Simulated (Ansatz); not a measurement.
## Molecular dynamics of TiO2

input.yaml

```yaml
accuracy: low
crystal:
  lattice:
    - [-2.688877, 4.657271, 6.233559]
    - [5.377753, 0.0, 6.233559]
    - [5.377753, 9.314542, 0.0]
  atoms:
    - { symbol: Ti, position: [0.91303967, 0.43505396, 0.01090321] }
    - { symbol: Ti, position: [0.55004167, 0.13803214, 0.92919379] }
    - { symbol: Ti, position: [-0.02537605, -0.00290781, 0.25282047] }
    - { symbol: O, position: [-0.00287195, 0.19025411, 0.10264303] }
    - { symbol: O, position: [0.98959499, 0.59950071, 0.07438887] }
    - { symbol: O, position: [0.32152958, 0.65140056, 0.1373237] }
    - { symbol: O, position: [0.45898922, 0.36072234, 0.96415065] }
    - { symbol: O, position: [0.55114035, 0.92403613, 0.0588553] }
    - { symbol: O, position: [0.23087495, 0.90474714, 0.27486067] }
    - { symbol: Ti, position: [0.94425026, 0.42519039, 0.51737194] }
    - { symbol: Ti, position: [0.52871639, 0.11613075, 0.45175464] }
    - { symbol: Ti, position: [-0.02231333, 0.03216975, 0.77997672] }
    - { symbol: O, position: [-0.02657423, 0.19485619, 0.60352562] }
    - { symbol: O, position: [0.95028631, 0.63667951, 0.54597112] }
    - { symbol: O, position: [0.28345572, 0.52335917, 0.69395996] }
    - { symbol: O, position: [0.43862034, 0.33901387, 0.49654037] }
    - { symbol: O, position: [0.4114642, 0.93393926, 0.6033506] }
    - { symbol: O, position: [0.18415815, 1.03862266, 0.80112186] }
    - { symbol: Ti, position: [0.45887348, 0.90422399, 0.25729605] }
    - { symbol: Ti, position: [0.09314619, 0.61495474, 0.20757862] }
    - { symbol: Ti, position: [0.50587485, 0.52554502, 0.50304298] }
    - { symbol: O, position: [0.50635038, 0.6656814, 0.33685421] }
    - { symbol: O, position: [0.51414223, 0.10303608, 0.29554042] }
    - { symbol: O, position: [0.78196376, 0.13634663, 0.40043718] }
    - { symbol: O, position: [0.88430733, 0.83375173, 0.23782677] }
    - { symbol: O, position: [0.11608579, 0.42296444, 0.33079497] }
    - { symbol: O, position: [0.70678601, 0.48663532, 0.52398543] }
    - { symbol: Ti, position: [0.43210569, 0.94071851, 0.75641324] }
    - { symbol: Ti, position: [0.04361087, 0.59807566, 0.70924307] }
    - { symbol: Ti, position: [0.48217095, 0.53970007, 0.01756709] }
    - { symbol: O, position: [0.50375845, 0.69117822, 0.85492446] }
    - { symbol: O, position: [0.52848296, 0.07417643, 0.76037788] }
    - { symbol: O, position: [0.76787533, 0.13435505, 0.904098] }
    - { symbol: O, position: [0.99258132, 0.8167926, 0.73704058] }
    - { symbol: O, position: [-0.04721221, 0.43317021, 0.83084394] }
    - { symbol: O, position: [0.69485162, 0.41847011, 0.07151771] }
basis:
  ecutwfc: 420.0
kpoints:
  mp_grid: { grid: [2, 2, 1] }
hamiltonian:
  xc: pbe
  pseudopotentials: { kind: paw, azcp: { folder: soft_1 } }
scf:
  occupations: { method: fermi_dirac, width: 0.24 }
  lower_state_search: "off"
md:
  timestep: 1.5
  n_steps: 189
  ensemble: nvt_langevin
  temperature: 2240.0
  initial_velocities: maxwell_boltzmann
  seed: 996815
  friction: 0.02
  temperature_schedule:
    - { n_steps: 142, end_temperature: 300.0 }
    - { n_steps: 47, end_temperature: 300.0 }
```

Command:

```bash
$ ansatz run input.yaml --threads 4 --pin off --max-ram 10240MiB --backend cpu --events-out ev --progress --plain --runs-dir out
```

It goes on from the last frame of an earlier run, with new velocities.

Output, in part (step lines):

```
md step     0: t =     0.00 fs  T =  2177.8 K (target 2240.0 K)  F+E_penalty+E_count = -43651.57090913 eV  E_kin = 10.133984 eV  (18 SCF iters)
md step     1: t =     1.50 fs  T =  2246.3 K (target 2233.2 K)  F+E_penalty+E_count = -43651.36568887 eV  E_kin = 10.452795 eV  (14 SCF iters)
md step     2: t =     3.00 fs  T =  2100.4 K (target 2219.5 K)  F+E_penalty+E_count = -43651.40366405 eV  E_kin = 9.773958 eV  (13 SCF iters)
md step     3: t =     4.50 fs  T =  2317.3 K (target 2205.8 K)  F+E_penalty+E_count = -43651.79854274 eV  E_kin = 10.783442 eV  (13 SCF iters)
md step     4: t =     6.00 fs  T =  2354.5 K (target 2192.2 K)  F+E_penalty+E_count = -43652.34775915 eV  E_kin = 10.956134 eV  (13 SCF iters)
md step     5: t =     7.50 fs  T =  2513.3 K (target 2178.5 K)  F+E_penalty+E_count = -43652.84615522 eV  E_kin = 11.695204 eV  (11 SCF iters)
md step     6: t =     9.00 fs  T =  2571.4 K (target 2164.9 K)  F+E_penalty+E_count = -43653.12161108 eV  E_kin = 11.965760 eV  (11 SCF iters)
md step     7: t =    10.50 fs  T =  2547.7 K (target 2151.2 K)  F+E_penalty+E_count = -43653.15175473 eV  E_kin = 11.855204 eV  (11 SCF iters)
[... lines left out ...]
```

The steps, from the saved trajectory:

| time (fs) | T (K) | potential energy less start (eV) |
| --- | --- | --- |
| 0 | 2178 | 0.000 |
| 9 | 2571 | -1.551 |
| 18 | 2062 | -0.360 |
| 27 | 2148 | -1.212 |
| 36 | 2079 | -2.362 |
| 45 | 1837 | -1.921 |
| 54 | 2025 | -3.521 |
| 63 | 2030 | -2.972 |
| 72 | 2331 | -3.824 |
| 81 | 1648 | -2.713 |
| 90 | 1774 | -3.053 |
| 99 | 1860 | -4.382 |
| 108 | 1644 | -4.212 |
| 117 | 1527 | -4.885 |
| 126 | 1254 | -4.549 |
| 135 | 1348 | -4.801 |
| 144 | 1125 | -4.732 |
| 153 | 947 | -5.309 |
| 162 | 1047 | -5.774 |
| 171 | 962 | -6.127 |
| 180 | 1113 | -7.174 |
| 189 | 1023 | -7.103 |
| 198 | 823 | -7.630 |
| 207 | 795 | -7.936 |
| 216 | 722 | -8.612 |
| 225 | 553 | -8.649 |
| 234 | 520 | -8.901 |
| 243 | 502 | -9.329 |
| 252 | 439 | -9.249 |
| 261 | 429 | -9.527 |
| 270 | 352 | -9.566 |
| 279 | 336 | -9.725 |

All steps were run. The schedule's set-point averaged 462 K over the second half and the system 722 K, so it lags behind the ramp. A run of 0.28 ps of so small a system gives no equilibrium averages. Limits of this set-up: coarse k mesh, low accuracy level.

Mean squared displacements from the first frame to the last, about the centre of mass: Ti 0.15 Å², O 0.47 Å².

Last frame:

```xyz
36
Lattice="-2.6889 4.6573 6.2336 5.3778 0.0000 6.2336 5.3778 9.3145 0.0000" Properties=species:S:1:pos:R:3
Ti 0.243 4.639 8.387
Ti 4.149 11.862 4.217
Ti 1.729 2.472 0.211
O 2.073 1.365 1.581
O 1.342 5.246 9.580
O 3.196 2.476 5.373
O 5.744 11.387 4.704
O 4.071 3.815 9.075
O 6.170 3.967 7.052
Ti 3.066 9.461 8.540
Ti 1.881 6.705 4.368
Ti 4.449 7.176 0.368
O 4.790 6.230 1.766
O 3.937 10.038 10.033
O 6.229 7.669 5.652
O 3.466 6.393 5.298
O 7.461 7.837 9.284
O 9.152 8.778 7.211
Ti 5.337 4.840 8.398
Ti 4.526 2.126 4.198
Ti 4.552 7.439 6.349
O 4.779 6.505 7.838
O 1.030 5.228 3.612
O 0.653 7.566 5.527
O 3.333 6.443 11.344
O 4.890 3.335 2.890
O 3.748 8.993 6.926
Ti 7.974 9.374 8.425
Ti 7.253 6.863 4.454
Ti 1.524 2.420 6.096
O 6.756 10.338 7.369
O 3.498 10.484 3.330
O 3.288 12.284 5.764
O 6.149 11.056 11.477
O 7.379 8.004 3.087
O 1.244 3.990 6.972
```

Time of the run: 31 min on 4 threads of Arm Neoverse V2, on a shared host, peak memory 2.5 GiB.
